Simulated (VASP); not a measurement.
# Zr, relaxation of the atoms: which settings are enough?

Zr, P1 (no. 1), 6 atoms in the cell. PBE, relaxation of the atoms; PAW potentials Zr_sv (PBE set). VASP 6.6.1.

Wanted: energy within 1 meV/atom; two shortest distances of each atom within 0.01 Å.

POSCAR:
```
Zr
1.0
    3.2320000000      0.0000000000      0.0000000000
   -1.6160000000      2.7989941000      0.0000000000
    0.0000000000      0.0000000000     15.4410000000
Zr
6
Direct
    0.6844580000      0.3445400000      0.2507990000
    0.6501520000      0.3466120000      0.5846530000
    0.6625630000      0.3385870000      0.9176190000
    0.3402050000      0.6582390000      0.0851030000
    0.3157450000      0.6535030000      0.4138200000
    0.3468770000      0.6585190000      0.7480050000
```

The series start from Force threshold EDIFFG (eV/Å): -0.02; Electronic threshold EDIFF (eV): 1e-6; Relaxation method: conjugate gradient, POTIM 0.5; Mixing and least electronic steps: default. Each series keeps the choices made before it, and each single choice may use up half of a tolerance.

## Force threshold EDIFFG (eV/Å)

| Force threshold EDIFFG (eV/Å) | Energy less reference (meV/atom) | Two shortest distances of each atom, largest deviation (Å) | Time (s) |
|---|---|---|---|
| -0.1 | 1.2 | 0.046 | 29 |
| -0.05 | 0.5 | 0.036 | 35 |
| -0.03 | 0.2 | 0.021 | 51 |
| -0.02 | 0.1 | 0.017 | 82 |
| -0.01 | 0.0 | 0.004 | 95 |
| -0.005 | 0.0 | 0.001 | 114 |
| -0.002 (reference) | 0.0 | 0.000 | 118 |

Chosen: -0.01, the loosest value from which every tighter one stays within half of the tolerance.

## Electronic threshold EDIFF (eV)

| Electronic threshold EDIFF (eV) | Energy less reference (meV/atom) | Two shortest distances of each atom, largest deviation (Å) | Time (s) |
|---|---|---|---|
| 0.001 | 0.0 | 0.007 | 70 |
| 0.0001 | 0.0 | 0.001 | 97 |
| 1e-5 | 0.0 | 0.001 | 76 |
| 1e-6 | 0.0 | 0.001 | 95 |
| 1e-7 (reference) | 0.0 | 0.000 | 100 |

Chosen: 0.0001.

## Relaxation method

| Relaxation method | Energy less reference (meV/atom) | Two shortest distances of each atom, largest deviation (Å) | Time (s) |
|---|---|---|---|
| conjugate gradient, POTIM 0.5 | 0.0 | 0.000 | 97 |
| conjugate gradient, POTIM 0.2 | 0.0 | 0.002 | 70 |
| conjugate gradient, POTIM 1.0 | 0.0 | 0.001 | 91 |
| quasi-Newton, POTIM 0.5 | 0.0 | 0.004 | 77 |
| quasi-Newton, POTIM 0.3, 10 steps kept | 0.1 | 0.010 | 115 |
| quasi-Newton, POTIM 0.5, at least 5 electronic steps | 0.0 | 0.008 | 47 |
| damped dynamics, POTIM 0.2, SMASS 0.4 | 0.0 | 0.001 | 60 |
| damped dynamics, POTIM 0.4, SMASS 0.8 | 0.0 | 0.002 | 55 |
| velocity quench, POTIM 0.1 | 0.0 | 0.002 | 46 |

Chosen: velocity quench, POTIM 0.1, the fastest of those that stay within half of the tolerance.

## Mixing and least electronic steps

| Mixing and least electronic steps | Energy less reference (meV/atom) | Two shortest distances of each atom, largest deviation (Å) | SCF iterations | Time (s) |
|---|---|---|---|---|
| default | 0.0 | 0.000 | 74 | 46 |
| MAXMIX 40 | 0.1 | 0.011 | 50 | 33 |
| NELMIN 4 | 0.0 | 0.001 | 68 | 42 |
| NELMIN 4, MAXMIX 40 | 0.0 | 0.009 | 62 | 38 |
| ALGO Fast | 0.1 | 0.013 | 72 | 46 |

Chosen: default; no other choice that stays within half of the tolerance saves 30 % of the time.

## All choices together

| Input | Energy less reference (meV/atom) | Two shortest distances of each atom, largest deviation (Å) | Time (s) |
|---|---|---|---|
| program defaults (naive) | 0.2 | 0.030 | 40 |
| chosen settings | 0.0 | 0.004 | 46 |
| reference settings throughout | 0.0 | 0.000 | 206 |

The tolerance is met.

## The input

INCAR:
```
SYSTEM = Zr
PREC = Normal
ENCUT = 300
EDIFF = 1E-4
ISMEAR = 1
SIGMA = 0.1
LREAL = .FALSE.
LASPH = .TRUE.
NELM = 100
ALGO = Normal
LWAVE = .FALSE.
LCHARG = .FALSE.
IBRION = 3
NSW = 150
ISIF = 2
EDIFFG = -0.01
POTIM = 0.1
KPAR = 8
```

KPOINTS:
```
k-points
0
Gamma
  8 8 2
```

Commands:
```
cat potpaw_PBE.64/Zr_sv/POTCAR > POTCAR
mpirun -np 8 vasp_std > vasp.out
```

Limits: the start was distorted on purpose (atoms moved at random), so the space group given is the start's and not the crystal's.

The chosen input took VASP 6.6.1 46 s on 8 cores (Intel Xeon 6975P-C (Granite Rapids)), a shared host.

## An input that fails: ionic step far too long

VASP's message: internal error in: us.F  at line: 1398 internal ERROR SETYLM_AUG: -8 -24 20 20 -9 1 -25 If you are not a developer, you should not encounter this problem. Please submit a bug report.

Changes against the starting input:
```
- NELM = 100
- IBRION = 2
- NSW = 150
- POTIM = 0.5
+ NELM = 60
+ IBRION = 3
+ NSW = 30
+ POTIM = 5.0
+ SMASS = 0.4
```
